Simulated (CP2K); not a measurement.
## KCl under changes of volume

One of the cells (28.294 Å³/atom); the others are scaled copies at fixed shape and fractional positions:

```
CELL_PARAMETERS angstrom
3.83920 0.00000 0.00000
0.00000 3.83920 0.00000
0.00000 0.00000 3.83920
ATOMIC_POSITIONS crystal
K 0.00000 0.00000 0.00000
Cl 0.50000 0.50000 0.50000
```

Measurements of this composition are mostly on another form, of space group No. 225.

- Program: CP2K 2026.2
- Functional: PBEsol
- Potentials or basis: POTENTIAL_UZH K GTH-PBE-q9, Cl GTH-PBE-q7; TZVP-MOLOPT-PBE-GTH basis
- Density cutoff: 6123 eV
- k mesh: 7 × 7 × 7
- Occupations: fermi-dirac, width 0.0259 eV
- Spin: no spin polarisation

```csv
volume (Å³/atom),energy over the lowest point (meV/atom),pressure (GPa),gap on the mesh (eV)
26.596,0.00,-0.2,4.86
27.162,1.55,-0.6,4.77
27.728,?,?,?
28.294,8.61,-1.3,4.61
28.860,13.82,-1.6,4.53
29.426,19.98,-1.9,4.45
29.991,26.96,-2.1,4.39
```

Problem. What does the run at 27.728 Å³/atom give?

Solution. Energy over the lowest point 4.47 meV/atom; pressure -1.0 GPa; gap on the mesh 4.69 eV.

Worked out: A Birch-Murnaghan fit of order 3 (a polynomial in V^(-2/3)) to the other rows has its minimum at 26.31 Å³/atom, just outside them, with B0 = V·E''(V) = 22 GPa and B' = 4.7. It gives 4.47 meV/atom at 27.728 Å³/atom, against the run's 4.47, and -dE/dV = -1.0 GPa, against -1.0. A straight line through the other rows of the gap, of slope -3.95 eV per unit of ln V, gives 4.69 eV, against the run's 4.69.

Energies are extrapolated to zero smearing.

Caveats: the potentials were made for another functional, which shifts forces and pressure; an odd mesh through Γ misses points on the zone boundary, where band edges often lie; the basis of atomic orbitals isn't converged, which shifts pressures, moduli and gaps.
